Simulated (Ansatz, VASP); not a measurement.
## Ge: VASP and Ansatz over several settings

```
Ge
1.0
     0.00000    2.84765    2.84765
     2.84765    0.00000    2.84765
     2.84765    2.84765    0.00000
Ge
2
Direct
  0.75000 0.75000 0.75000
  0.50000 0.50000 0.50000
```

Change from the starting cell: volume scaled by 1.02.

Single points on this cell with VASP 6.6.1 and Ansatz 0.2.0. Each row is one pair of runs. Alike in all rows: spin: off; k mesh: 8 × 8 × 8; smearing: fermi-dirac, width 0.05 eV; VASP's potentials, cutoff: VASP PAW PBE potentials, release 64 (Ge_d), 520 eV.

| level | Ansatz's potentials, cutoff | gap on the k mesh at the Fermi level (eV), VASP | gap on the k mesh at the Fermi level (eV), Ansatz | pressure (GPa), VASP | pressure (GPa), Ansatz |
| --- | --- | --- | --- | --- | --- |
| PBE | Ansatz NC, 1061 eV | none | none | 2.1 | 2.3 |
| PBE | Ansatz PAW, 420 eV | none | none | 2.1 | 2.2 |
| PBE | Ansatz PAW polarizable, 420 eV | none | none | 2.1 | 2.2 |
| PBE | PseudoDojo standard (PBE files), 1061 eV | none | none | 2.1 | 2.4 |
| PBE | Ansatz PAW earlier set, 560 eV | none | none | 2.1 | 2.2 |
| PBE | JTH PAW, 1080 eV | none | none | 2.1 | 2.4 |
| PBE | SPMS NC, 680 eV | none | none | 2.1 | 2.3 |
| PBE | PseudoDojo stringent (PBE files), 1687 eV | none | none | 2.1 | 2.2 |

Pressure (GPa): the two programs differ by at most 0.24.

A gap of «none» marks a metal or a gap that the smearing closes.
